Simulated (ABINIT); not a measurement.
Here is an ABINIT 10.8.3 (patched build) calculation.

Contents of run.abi:

```
ndtset 7
getwfk -1
scalecart1 3*0.9795861087
scalecart2 3*0.9864848297
scalecart3 3*0.9932883884
scalecart4 3*1.0000000000
scalecart5 3*1.0066227096
scalecart6 3*1.0131594038
scalecart7 3*1.0196128224

pp_dirpath "./"
pseudos "Te.GGA_PBE-JTH.xml, Cd.GGA_PBE-JTH.xml"

acell 4.5325544674 4.5325544674 4.5325544674 Angstrom
rprim
     0.0000000000     0.7071067812     0.7071067812
     0.7071067812     0.0000000000     0.7071067812
     0.7071067812     0.7071067812     0.0000000000
ntypat 2
znucl 52 48
natom 2
typat 1 2
xred
     0.7500000000     0.7500000000     0.7500000000
     0.0000000000     0.0000000000     0.0000000000

ecut 22.0
pawecutdg 44.0

kptopt 1
ngkpt 7 7 7
nshiftk 1
shiftk 0.0 0.0 0.0

ixc 11

nband 13
occopt 3
tsmear 0.05 eV

nstep 100
tolvrs 1.0e-9

iomode 3
prtwf 1
prtden 0
prteig 0
prtebands 0
```

Potentials or basis: JTH PAW PBE v2.0.

Command:

```console
$ abinit run.abi > log 2>&1
```

Problem. What does it give for the equilibrium volume?

Solution. Outside the volumes run.

Energy against volume, from the lowest point:
```csv
volume (Å³/atom),energy (meV/atom)
30.947,135.55
31.605,80.99
32.263,55.65
32.922,35.36
33.580,19.62
34.239,7.97
34.897,0.00
```

The run has no spin-orbit coupling, so splittings on Te are missing.
